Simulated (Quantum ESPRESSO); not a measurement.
# Ge (Cmmm) in Quantum ESPRESSO: equation of state

How stiff is Ge in PBE, and what volume does it want? The cell is scaled to several volumes.

Everything below comes from runs of Quantum ESPRESSO 7.5. Logs are shortened: lines on timing, memory, paths and dates and some standing lists are left out, and cuts for length are marked.

## Step 1: Starting point

The structure is orthorhombic, space group Cmmm (No. 65). The conventional cell has a = 2.794 Å, b = 5.201 Å, c = 2.698 Å, α = 90.00°, β = 90.00°, γ = 90.00°. Ge (site symmetry mmm) has 8 Ge at 2.70 to 2.95 Å as nearest neighbours.

This isn't the form of Ge at room conditions, which is diamond.

## Step 2: Single point, PBE, 18.43 Å³/atom

Contents of pw.in:

```
&CONTROL
  calculation = 'scf'
  prefix = 'pwscf'
  outdir = './tmp'
  pseudo_dir = './pseudo'
  tprnfor = .true.
  tstress = .true.
  disk_io = 'nowf'
/
&SYSTEM
  ibrav = 0
  nat = 1
  ntyp = 1
  ecutwfc = 55
  ecutrho = 440
  nbnd = 13
  occupations = 'smearing'
  smearing = 'fd'
  degauss = 0.00367493
/
&ELECTRONS
  conv_thr = 2d-10
  electron_maxstep = 120
  mixing_beta = 0.5
/
ATOMIC_SPECIES
Ge    72.6300 ge_pbe_v1.4.uspp.F.UPF
CELL_PARAMETERS angstrom
   1.3686277522   -2.5474293491    0.0000000000
   1.3686277522    2.5474293491    0.0000000000
   0.0000000000    0.0000000000    2.6431496057
ATOMIC_POSITIONS crystal
Ge     0.5000000000    0.5000000000    0.0000000000
K_POINTS automatic
11 11 10 0 0 0
```

Potentials or basis: SSSP 1.3 efficiency PBE.

Launch:

```bash
$ OMP_NUM_THREADS=1 pw.x -in pw.in > pw.out
```

pw.out:

```text
This program is part of the open-source Quantum ESPRESSO suite
     for quantum simulation of materials; please cite
[... 6 lines left out ...]
     using ibrav=0 with symmetry is DISCOURAGED, use correct ibrav instead

     G-vector sticks info
     --------------------
     sticks:   dense  smooth     PW     G-vecs:    dense   smooth      PW
     Sum         881     435    151                19349     6869    1383

     Using Slab Decomposition

     bravais-lattice index     =            0
     lattice parameter (alat)  =       5.4647  a.u.
     unit-cell volume          =     124.3758 (a.u.)^3
     number of atoms/cell      =            1
     number of atomic types    =            1
     number of electrons       =        14.00
     number of Kohn-Sham states=           13
     kinetic-energy cutoff     =      55.0000  Ry
     charge density cutoff     =     440.0000  Ry
     scf convergence threshold =      2.0E-10
     mixing beta               =       0.5000
     number of iterations used =            8  plain     mixing
     Exchange-correlation=  SLA  PW   PBX  PBC
                           (   1   4   3   4   0   0   0)

     celldm(1)=   5.464720  celldm(2)=   0.000000  celldm(3)=   0.000000
     celldm(4)=   0.000000  celldm(5)=   0.000000  celldm(6)=   0.000000

     crystal axes: (cart. coord. in units of alat)
               a(1) = (   0.473278  -0.880913   0.000000 )
               a(2) = (   0.473278   0.880913   0.000000 )
               a(3) = (   0.000000   0.000000   0.914014 )

     reciprocal axes: (cart. coord. in units 2 pi/alat)
               b(1) = (  1.056462 -0.567593  0.000000 )
               b(2) = (  1.056462  0.567593 -0.000000 )
               b(3) = ( -0.000000  0.000000  1.094076 )

     PseudoPot. # 1 for Ge read from file:
     ge_pbe_v1.4.uspp.F.UPF
     Pseudo is Ultrasoft + core correction, Zval = 14.0
     Generated by new atomic code, or converted to UPF format
     Using radial grid of  873 points,  6 beta functions with:
                l(1) =   0
                l(2) =   0
                l(3) =   1
                l(4) =   1
                l(5) =   2
                l(6) =   2
     Q(r) pseudized with  8 coefficients,  rinner =    1.400   1.400   1.400
                                                       1.400   1.400

     atomic species   valence    mass     pseudopotential
     Ge               14.00    72.63000     Ge( 1.00)

      8 Sym. Ops., with inversion, found

   Cartesian axes

     site n.     atom                  positions (alat units)
         1        Ge     tau(   1) = (   0.4732780   0.0000000   0.0000000  )

     number of k points=   216  Fermi-Dirac smearing, width (Ry)=  0.0037

     Number of k-points >= 100: set verbosity='high' to print them.

     Dense  grid:    19349 G-vectors     FFT dimensions: (  40,  40,  36)

     Smooth grid:     6869 G-vectors     FFT dimensions: (  25,  25,  24)

     Check: negative core charge=   -0.000001

     Initial potential from superposition of free atoms

     starting charge      13.9991, renormalised to      14.0000
     Starting wfcs are    9 randomized atomic wfcs +    4 random wfcs

     Self-consistent Calculation

     iteration #  1     ecut=    55.00 Ry     beta= 0.50
     Davidson diagonalization with overlap
     ethr =  1.00E-02,  avg # of iterations =  4.6

     Threshold (ethr) on eigenvalues was too large:
     Diagonalizing with lowered threshold

     Davidson diagonalization with overlap
     ethr =  2.68E-05,  avg # of iterations =  3.7

     total energy              =    -213.63160367 Ry
     estimated scf accuracy    <       0.00380516 Ry

     iteration #  2     ecut=    55.00 Ry     beta= 0.50
     Davidson diagonalization with overlap
     ethr =  2.72E-05,  avg # of iterations =  1.0

     total energy              =    -213.63191294 Ry
     estimated scf accuracy    <       0.00060378 Ry

     iteration #  3     ecut=    55.00 Ry     beta= 0.50
     Davidson diagonalization with overlap
     ethr =  4.31E-06,  avg # of iterations =  1.1

     total energy              =    -213.63193887 Ry
     estimated scf accuracy    <       0.00005313 Ry

     iteration #  4     ecut=    55.00 Ry     beta= 0.50
     Davidson diagonalization with overlap
     ethr =  3.80E-07,  avg # of iterations =  1.1

     total energy              =    -213.63194048 Ry
     estimated scf accuracy    <       0.00000073 Ry

     iteration #  5     ecut=    55.00 Ry     beta= 0.50
     Davidson diagonalization with overlap
     ethr =  5.19E-09,  avg # of iterations =  2.5

     total energy              =    -213.63194062 Ry
     estimated scf accuracy    <       0.00000003 Ry

     iteration #  6     ecut=    55.00 Ry     beta= 0.50
     Davidson diagonalization with overlap
     ethr =  2.40E-10,  avg # of iterations =  2.1

     total energy              =    -213.63194063 Ry
     estimated scf accuracy    <          4.0E-09 Ry

     iteration #  7     ecut=    55.00 Ry     beta= 0.50
     Davidson diagonalization with overlap
     ethr =  2.82E-11,  avg # of iterations =  2.0

     End of self-consistent calculation

     Number of k-points >= 100: set verbosity='high' to print the bands.

     the Fermi energy is    11.1245 ev

!    total energy              =    -213.63194063 Ry
     estimated scf accuracy    <          6.7E-11 Ry
     smearing contrib. (-TS)   =      -0.00027062 Ry
     internal energy E=F+TS    =    -213.63167002 Ry

     The total energy is F=E-TS. E is the sum of the following terms:
     one-electron contribution =    -114.96958619 Ry
     hartree contribution      =      71.90958131 Ry
     xc contribution           =     -58.30701742 Ry
     ewald contribution        =    -112.26464772 Ry

     convergence has been achieved in   7 iterations

     Forces acting on atoms (cartesian axes, Ry/au):

     atom    1 type  1   force =     0.00000000    0.00000000    0.00000000

     Total force =     0.000000     Total SCF correction =     0.000000

     Computing stress (Cartesian axis) and pressure

          total   stress  (Ry/bohr**3)                   (kbar)     P=       38.73
   0.00038296  -0.00000000   0.00000000           56.34       -0.00        0.00
   0.00000000   0.00012309   0.00000000            0.00       18.11        0.00
   0.00000000   0.00000000   0.00028389            0.00        0.00       41.76

=------------------------------------------------------------------------------=
   JOB DONE.
=------------------------------------------------------------------------------=
```

It took 23 s on 1 thread of Arm Neoverse V1, shared host; peak memory 0.13 GiB.

Results:

```
Free energy            : -2906.6106 eV
Pressure               : 3.9 GPa
Band gap on the k mesh : none (metal or under the smearing width)
```

## Step 3: Single point, PBE, 18.82 Å³/atom

Changes to pw.in since step 2:

```diff
@@ -28,5 +28,5 @@
 CELL_PARAMETERS angstrom
-   1.3686277522   -2.5474293491    0.0000000000
-   1.3686277522    2.5474293491    0.0000000000
-   0.0000000000    0.0000000000    2.6431496057
+   1.3782662934   -2.5653695835    0.0000000000
+   1.3782662934    2.5653695835    0.0000000000
+   0.0000000000    0.0000000000    2.6617639486
 ATOMIC_POSITIONS crystal
```

Potentials or basis: SSSP 1.3 efficiency PBE.

Launch:

```bash
$ OMP_NUM_THREADS=1 pw.x -in pw.in > pw.out
```

Run time: 24 s. Hardware: 1 thread of Arm Neoverse V1, shared host; peak memory 0.13 GiB.

The run converged. Its results:

```yaml
Free_energy: -2906.6180 eV
Pressure: 2.2 GPa
Band_gap_on_the_k_mesh: none (metal or under the smearing width)
```

## Step 4: Single point, PBE, 19.21 Å³/atom

Changes to pw.in since step 3:

```diff
@@ -28,5 +28,5 @@
 CELL_PARAMETERS angstrom
-   1.3782662934   -2.5653695835    0.0000000000
-   1.3782662934    2.5653695835    0.0000000000
-   0.0000000000    0.0000000000    2.6617639486
+   1.3877718785   -2.5830623466    0.0000000000
+   1.3877718785    2.5830623466    0.0000000000
+   0.0000000000    0.0000000000    2.6801215215
 ATOMIC_POSITIONS crystal
```

Launch:

```bash
$ OMP_NUM_THREADS=1 pw.x -in pw.in > pw.out
```

Wall time 31 s (1 thread of Arm Neoverse V1, shared host); peak memory 0.13 GiB.

It converged, with:

| Item | Value |
| --- | --- |
| Free energy | -2906.6215 eV |
| Pressure | 0.7 GPa |
| Band gap on the k mesh | none (metal or under the smearing width) |

## Step 5: Single point, PBE, 19.61 Å³/atom

Changes to pw.in since step 4:

```diff
@@ -28,5 +28,5 @@
 CELL_PARAMETERS angstrom
-   1.3877718785   -2.5830623466    0.0000000000
-   1.3877718785    2.5830623466    0.0000000000
-   0.0000000000    0.0000000000    2.6801215215
+   1.3971490000   -2.6005160000    0.0000000000
+   1.3971490000    2.6005160000    0.0000000000
+   0.0000000000    0.0000000000    2.6982310000
 ATOMIC_POSITIONS crystal
```

Launch:

```bash
$ OMP_NUM_THREADS=1 pw.x -in pw.in > pw.out
```

Run time: 32 s. Hardware: 1 thread of Arm Neoverse V1, shared host; peak memory 0.13 GiB.

Results (log left out):

```
Free energy            : -2906.6216 eV
Pressure               : -0.6 GPa
Band gap on the k mesh : none (metal or under the smearing width)
```

## Step 6: Single point, PBE, 20.00 Å³/atom

Changes to pw.in since step 5:

```diff
@@ -28,5 +28,5 @@
 CELL_PARAMETERS angstrom
-   1.3971490000   -2.6005160000    0.0000000000
-   1.3971490000    2.6005160000    0.0000000000
-   0.0000000000    0.0000000000    2.6982310000
+   1.4064019120   -2.6177384622    0.0000000000
+   1.4064019120    2.6177384622    0.0000000000
+   0.0000000000    0.0000000000    2.7161006002
 ATOMIC_POSITIONS crystal
```

Potentials or basis: SSSP 1.3 efficiency PBE.

Launch:

```bash
$ OMP_NUM_THREADS=1 pw.x -in pw.in > pw.out
```

Run time: 32 s. Hardware: 1 thread of Arm Neoverse V1, shared host; peak memory 0.14 GiB.

The run converged. Its results:

```
Free energy            : -2906.6186 eV
Pressure               : -1.8 GPa
Band gap on the k mesh : none (metal or under the smearing width)
```

## Step 7: Single point, PBE, 20.39 Å³/atom

Changes to pw.in since step 6:

```diff
@@ -28,5 +28,5 @@
 CELL_PARAMETERS angstrom
-   1.4064019120   -2.6177384622    0.0000000000
-   1.4064019120    2.6177384622    0.0000000000
-   0.0000000000    0.0000000000    2.7161006002
+   1.4155346479   -2.6347372402    0.0000000000
+   1.4155346479    2.6347372402    0.0000000000
+   0.0000000000    0.0000000000    2.7337381113
 ATOMIC_POSITIONS crystal
```

Launch:

```bash
$ OMP_NUM_THREADS=1 pw.x -in pw.in > pw.out
```

It took 32 s on 1 thread of Arm Neoverse V1, shared host; peak memory 0.14 GiB.

Results (log left out):

| Property | Result |
| --- | --- |
| Free energy | -2906.6128 eV |
| Pressure | -2.9 GPa |
| Band gap on the k mesh | none (metal or under the smearing width) |

## Step 8: Single point, PBE, 20.78 Å³/atom

Changes to pw.in since step 7:

```diff
@@ -28,5 +28,5 @@
 CELL_PARAMETERS angstrom
-   1.4155346479   -2.6347372402    0.0000000000
-   1.4155346479    2.6347372402    0.0000000000
-   0.0000000000    0.0000000000    2.7337381113
+   1.4245510352   -2.6515194585    0.0000000000
+   1.4245510352    2.6515194585    0.0000000000
+   0.0000000000    0.0000000000    2.7511509255
 ATOMIC_POSITIONS crystal
```

Potentials or basis: SSSP 1.3 efficiency PBE.

Launch:

```bash
$ OMP_NUM_THREADS=1 pw.x -in pw.in > pw.out
```

pw.out:

```text
This program is part of the open-source Quantum ESPRESSO suite
     for quantum simulation of materials; please cite
[... 6 lines left out ...]
     using ibrav=0 with symmetry is DISCOURAGED, use correct ibrav instead

     G-vector sticks info
     --------------------
     sticks:   dense  smooth     PW     G-vecs:    dense   smooth      PW
     Sum         929     471    159                21799     7731    1537

     Using Slab Decomposition

     bravais-lattice index     =            0
     lattice parameter (alat)  =       5.6880  a.u.
     unit-cell volume          =     140.2535 (a.u.)^3
     number of atoms/cell      =            1
     number of atomic types    =            1
     number of electrons       =        14.00
     number of Kohn-Sham states=           13
     kinetic-energy cutoff     =      55.0000  Ry
     charge density cutoff     =     440.0000  Ry
     scf convergence threshold =      2.0E-10
     mixing beta               =       0.5000
     number of iterations used =            8  plain     mixing
     Exchange-correlation=  SLA  PW   PBX  PBC
                           (   1   4   3   4   0   0   0)

     celldm(1)=   5.688013  celldm(2)=   0.000000  celldm(3)=   0.000000
     celldm(4)=   0.000000  celldm(5)=   0.000000  celldm(6)=   0.000000

     crystal axes: (cart. coord. in units of alat)
               a(1) = (   0.473278  -0.880913   0.000000 )
               a(2) = (   0.473278   0.880913   0.000000 )
               a(3) = (   0.000000   0.000000   0.914014 )

     reciprocal axes: (cart. coord. in units 2 pi/alat)
               b(1) = (  1.056462 -0.567593  0.000000 )
               b(2) = (  1.056462  0.567593 -0.000000 )
               b(3) = ( -0.000000  0.000000  1.094076 )

     PseudoPot. # 1 for Ge read from file:
     ge_pbe_v1.4.uspp.F.UPF
     Pseudo is Ultrasoft + core correction, Zval = 14.0
     Generated by new atomic code, or converted to UPF format
     Using radial grid of  873 points,  6 beta functions with:
                l(1) =   0
                l(2) =   0
                l(3) =   1
                l(4) =   1
                l(5) =   2
                l(6) =   2
     Q(r) pseudized with  8 coefficients,  rinner =    1.400   1.400   1.400
                                                       1.400   1.400

     atomic species   valence    mass     pseudopotential
     Ge               14.00    72.63000     Ge( 1.00)

      8 Sym. Ops., with inversion, found

   Cartesian axes

     site n.     atom                  positions (alat units)
         1        Ge     tau(   1) = (   0.4732780   0.0000000   0.0000000  )

     number of k points=   216  Fermi-Dirac smearing, width (Ry)=  0.0037

     Number of k-points >= 100: set verbosity='high' to print them.

     Dense  grid:    21799 G-vectors     FFT dimensions: (  40,  40,  36)

     Smooth grid:     7731 G-vectors     FFT dimensions: (  27,  27,  25)

     Check: negative core charge=   -0.000001

     Initial potential from superposition of free atoms

     starting charge      13.9991, renormalised to      14.0000
     Starting wfcs are    9 randomized atomic wfcs +    4 random wfcs

     Self-consistent Calculation

     iteration #  1     ecut=    55.00 Ry     beta= 0.50
     Davidson diagonalization with overlap
     ethr =  1.00E-02,  avg # of iterations =  4.5

     Threshold (ethr) on eigenvalues was too large:
     Diagonalizing with lowered threshold

     Davidson diagonalization with overlap
     ethr =  2.33E-05,  avg # of iterations =  3.8

     total energy              =    -213.63118483 Ry
     estimated scf accuracy    <       0.00331785 Ry

     iteration #  2     ecut=    55.00 Ry     beta= 0.50
     Davidson diagonalization with overlap
     ethr =  2.37E-05,  avg # of iterations =  1.0

     total energy              =    -213.63146323 Ry
     estimated scf accuracy    <       0.00051055 Ry

     iteration #  3     ecut=    55.00 Ry     beta= 0.50
     Davidson diagonalization with overlap
     ethr =  3.65E-06,  avg # of iterations =  1.3

     total energy              =    -213.63149015 Ry
     estimated scf accuracy    <       0.00004400 Ry

     iteration #  4     ecut=    55.00 Ry     beta= 0.50
     Davidson diagonalization with overlap
     ethr =  3.14E-07,  avg # of iterations =  1.1

     total energy              =    -213.63149187 Ry
     estimated scf accuracy    <       0.00000079 Ry

     iteration #  5     ecut=    55.00 Ry     beta= 0.50
     Davidson diagonalization with overlap
     ethr =  5.65E-09,  avg # of iterations =  2.4

     total energy              =    -213.63149201 Ry
     estimated scf accuracy    <       0.00000004 Ry

     iteration #  6     ecut=    55.00 Ry     beta= 0.50
     Davidson diagonalization with overlap
     ethr =  2.50E-10,  avg # of iterations =  2.2

     total energy              =    -213.63149202 Ry
     estimated scf accuracy    <          4.7E-09 Ry

     iteration #  7     ecut=    55.00 Ry     beta= 0.50
     Davidson diagonalization with overlap
     ethr =  3.37E-11,  avg # of iterations =  2.0

     End of self-consistent calculation

     Number of k-points >= 100: set verbosity='high' to print the bands.

     the Fermi energy is     9.3784 ev

!    total energy              =    -213.63149203 Ry
     estimated scf accuracy    <          3.8E-11 Ry
     smearing contrib. (-TS)   =      -0.00032768 Ry
     internal energy E=F+TS    =    -213.63116434 Ry

     The total energy is F=E-TS. E is the sum of the following terms:
     one-electron contribution =    -122.16602176 Ry
     hartree contribution      =      74.63025711 Ry
     xc contribution           =     -58.23790026 Ry
     ewald contribution        =    -107.85749942 Ry

     convergence has been achieved in   7 iterations

     Forces acting on atoms (cartesian axes, Ry/au):

     atom    1 type  1   force =     0.00000000    0.00000000    0.00000000

     Total force =     0.000000     Total SCF correction =     0.000000

     Computing stress (Cartesian axis) and pressure

          total   stress  (Ry/bohr**3)                   (kbar)     P=      -38.33
  -0.00018087  -0.00000000   0.00000000          -26.61       -0.00        0.00
   0.00000000  -0.00036581   0.00000000            0.00      -53.81        0.00
   0.00000000   0.00000000  -0.00023504            0.00        0.00      -34.58

=------------------------------------------------------------------------------=
   JOB DONE.
=------------------------------------------------------------------------------=
```

Wall time 33 s (1 thread of Arm Neoverse V1, shared host); peak memory 0.14 GiB.

What came out:

| Property | Result |
| --- | --- |
| Free energy | -2906.6045 eV |
| Pressure | -3.8 GPa |
| Band gap on the k mesh | none (metal or under the smearing width) |

## Step 9: Equation of state, PBE

Potentials or basis: SSSP 1.3 efficiency PBE.

This step only gathers the single runs of the series.

Results:

```
Equilibrium volume                        : 19.42 Å³/atom
Bulk modulus at fixed shape and positions : 66 GPa
Pressure derivative of the bulk modulus   : 4.5
```

Energy against volume, from the lowest point:
```csv
volume (Å³/atom),energy (meV/atom)
18.431,10.96
18.823,3.59
19.215,0.07
19.607,0.00
19.999,3.02
20.391,8.81
20.783,17.06
```

Caveat: the cell was scaled at fixed shape and fractional positions, which overstates the stiffness of a crystal with free parameters, most of all of layers and chains.
